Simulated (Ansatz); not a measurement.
## MgS: changing the dispersion correction

The cell as given:

The structure is hexagonal, space group P6_3mc (No. 186). Conventional cell: a = 4.035 Å, b = 4.035 Å, c = 6.432 Å, α = 90.00°, β = 90.00°, γ = 120.00°. Around S (site symmetry 3m) lie 4 Mg at 2.45 to 2.47 Å. Around Mg (site symmetry 3m) lie 4 S at 2.45 to 2.47 Å.

The cell comes from a database or a generator and needn't be the stable form of this composition.

Kept alike: task relaxation of cell and atoms; functional PBEsol; k mesh 8 × 8 × 4; occupations fermi-dirac, width 0.05 eV; no spin polarisation. Program: Ansatz, Ansatz PAW, cutoff 420 eV. The mesh is that of the run's cell of 4 atoms. No spin-orbit coupling.

| dispersion correction | band gap (eV) | volume (Å³/atom) | first edge of the run's cell (Å) | third edge of the run's cell (Å) |
| --- | --- | --- | --- | --- |
| D3(BJ) | 3.435 | 21.882 | 3.993 | 6.340 |
| D3(BJ)-ATM | 3.420 | 21.955 | 3.997 | 6.349 |
| D4 | 3.374 | 22.182 | 4.009 | 6.375 |
| none | 3.303 | 22.543 | 4.029 | 6.416 |

Gaps hold for each row's own relaxed cell. The relaxations keep at least the cell's symmetry (P6_3mc). Relaxations stop with a little pressure left, so the last digits of a volume or edge aren't settled. A gap read on the mesh alone can miss an edge between its points. All rows use potentials made for PBE.

Q: What does the dispersion correction change here?

A: The band gap runs from 3.303 (none) to 3.435 eV (D3(BJ)). The volume runs from 21.882 (D3(BJ)) to 22.543 Å³/atom (none). Against no correction: D3(BJ) -2.9 %; D3(BJ)-ATM -2.6 %; D4 -1.6 %. Dispersion terms mostly attract and so lower the volume; the schemes' coefficients and damping set how far. The first edge of the run's cell runs from 3.993 (D3(BJ)) to 4.029 Å (none). The third edge of the run's cell runs from 6.340 (D3(BJ)) to 6.416 Å (none).
